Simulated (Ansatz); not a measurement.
Consider the following.

Starting cell, LaAlO$_{3}$ (cubic perovskite):

```yaml
crystal:
  lattice:
    - [3.81241, 0.00000, 0.00000]
    - [0.00000, 3.81241, 0.00000]
    - [0.00000, 0.00000, 3.81241]
  atoms:
    - { symbol: La, position: [0.00000, 0.00000, 0.00000] }
    - { symbol: Al, position: [0.50000, 0.50000, 0.50000] }
    - { symbol: O, position: [0.00000, 0.50000, 0.50000] }
    - { symbol: O, position: [0.50000, 0.50000, 0.00000] }
    - { symbol: O, position: [0.50000, 0.00000, 0.50000] }
```

Scan: atom 3 (O, nearest neighbour Al at 1.906 Å; its periodic images, 3.8 Å or more away, move with it) is displaced along Cartesian [110], direction (0.707, 0.707, 0.000) in Cartesian axes, by s. The other atoms stay.

Computed with PBE (plane waves to 420 eV, PAW, scalar-relativistic; Ansatz, a first-principles code). k mesh 7×7×7 (Γ-centred), Fermi-Dirac smearing 0.05 eV. Energies are smeared free energies. LaAlO3 is run without spin polarisation. LaAlO3 was relaxed with its symmetry unable to fall. This is a high-temperature form of LaAlO3. ΔE is measured from the undisplaced structure.

The scan covers s from -0.380 to 0.380 Å in 11 points.

Q: Is this a single well or a double well?

A: A single well with its minimum at or next to zero displacement.

Q: Is the energy the same for equal positive and negative displacements?

A: Even: the same for both signs. With its periodic images moving along, the atom's site symmetry in this cell is 4/mmm.

Q: What is the force constant k = d²E/ds² of this move at s = 0?

A: 12.2 eV/Å².

(A displaced cell: forces are minus the slopes of the energy, force constants its curvatures, and phonons follow from these.)
